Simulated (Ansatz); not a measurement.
Crystal: Sn.

```xyz
2
Lattice="-2.9401 2.9401 1.5993 2.9401 -2.9401 1.5993 2.9401 2.9401 -1.5993" Properties=species:S:1:pos:R:3 pbc="T T T"
Sn    0.0000    0.0000    0.0000
Sn    0.0000    2.9401    0.7997
```

```yaml
Program: Ansatz 0.2.0
Task: relaxation of cell and atoms
Functional: PBE
Potentials_or_basis: Ansatz PAW
Cutoff: "420 eV (not typed: the program's choice for these potentials)"
k_mesh: 9 × 9 × 9
Occupations: fermi-dirac, width 0.05 eV
Spin: no spin polarisation
```

At the start: volume 27.65 Å³/atom.

Question: Where does the relaxation end?

Answer: It ends after 4 steps and the volume is 28.43 Å³/atom (+2.8 %); space group I4_1/amd (No. 141, to 0.05 Å).

Step by step:
```tsv
step	energy change (eV)	largest force (eV/Å)	volume (Å³)
1	0.0000	0.0000	55.30
2	-0.0056	0.0000	57.38
3	-0.0064	0.0000	56.86
4	-0.0068	0.0000	56.86
```

Final structure:
```
Sn
1.0
    -2.97178    2.97178    1.60969
     2.97178   -2.97178    1.60969
     2.97178    2.97178   -1.60969
Sn
2
Direct
  0.00000 0.00000 0.00000
  0.75000 0.25000 0.50000
```

Caveat: the plane-wave basis is chosen anew once the cell has moved, so the energies of steps on either side of that aren't comparable.
